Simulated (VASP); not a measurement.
# CO2: band structure with r2SCAN

CO2:

```
O C
1.0
     2.63591   -2.38738    0.00000
     2.63591    2.38738    0.00000
     0.00000    0.00000    6.58717
O C
4 2
Direct
  0.30651 0.69349 0.60816
  0.69349 0.30651 0.39184
  0.19349 0.80651 0.10816
  0.80651 0.19349 0.89184
  0.50000 0.50000 0.50000
  0.00000 0.00000 0.00000
```

The cell comes from a database or a generator and needn't be the stable form of this composition.

```
Program                : VASP 6.6.1
Task                   : band structure
Functional             : r2SCAN
Potentials or basis    : VASP PAW PBE potentials, release 64 (O, C)
Cutoff                 : 520 eV
k mesh                 : 8 × 8 × 4
Occupations            : gaussian, width 0.02 eV
Spin                   : no spin polarisation
Ladder                 : gaps
Further INCAR settings : ALGO = Normal; EDIFF = 1e-06
```

* Pressure: 0.4 GPa
* Largest force: 0.055 eV/Å
* Band gap on the k mesh: 7.22 eV, indirect (least direct gap 7.79 eV)
* Band gap along the path: 7.22 eV, indirect (least direct gap 7.79 eV)

Forces in eV/Å, atoms in the order of the input:
```
O    0.000  0.048  0.026
O    0.000 -0.048 -0.026
O    0.000 -0.048  0.026
O    0.000  0.048 -0.026
C    0.000  0.000  0.000
C    0.000  0.000  0.000
```

Stress tensor (GPa, compression positive):
```
0.32 0.00 0.00
0.00 0.53 0.00
0.00 0.00 0.21
```

Levels at the corners of the path, in eV from the valence-band top:
```tsv
point	band 14	band 15	band 16	band 17	band 18	band 19
Γ	-0.93	-0.62	-0.57	7.22	7.76	8.33
X	-0.65	-0.33	-0.01	8.45	9.53	9.64
X	-0.65	-0.33	-0.01	8.45	9.53	9.64
S	-0.70	-0.29	-0.29	8.24	8.24	9.28
S	-0.70	-0.29	-0.29	8.24	8.24	9.28
R	-0.77	-0.25	-0.25	8.31	8.31	9.34
R	-0.77	-0.25	-0.25	8.31	8.31	9.34
A	-0.66	-0.31	-0.31	9.05	9.05	9.58
A	-0.66	-0.31	-0.31	9.05	9.05	9.58
Z	-0.80	-0.73	-0.73	8.10	8.10	8.35
Z	-0.80	-0.73	-0.73	8.10	8.10	8.35
Γ	-0.93	-0.62	-0.57	7.22	7.76	8.33
Γ	-0.93	-0.62	-0.57	7.22	7.76	8.33
Y	-0.64	-0.34	0.00	8.45	9.58	9.67
Y	-0.64	-0.34	0.00	8.45	9.58	9.67
X1	-0.65	-0.33	-0.01	8.45	9.53	9.64
X1	-0.65	-0.33	-0.01	8.45	9.53	9.64
A1	-0.66	-0.31	-0.31	9.05	9.05	9.58
A1	-0.66	-0.31	-0.31	9.05	9.05	9.58
T	-0.68	-0.30	-0.30	9.06	9.06	9.62
T	-0.68	-0.30	-0.30	9.06	9.06	9.62
Y	-0.64	-0.34	0.00	8.45	9.58	9.67
Z	-0.80	-0.73	-0.73	8.10	8.10	8.35
T	-0.68	-0.30	-0.30	9.06	9.06	9.62
```

It took 4.3 min on 2 MPI ranks on Intel(R) Xeon(R) 6975P-C (Granite Rapids), with other jobs on the host, peak memory 0.28 GiB a rank.

Caveat: the standard files for N, O and F lose accuracy on very short bonds; the PAW data sets were made with another functional, which shifts forces and pressure a little. r2SCAN opens gaps a little over a GGA but as a rule still falls short of measured ones.
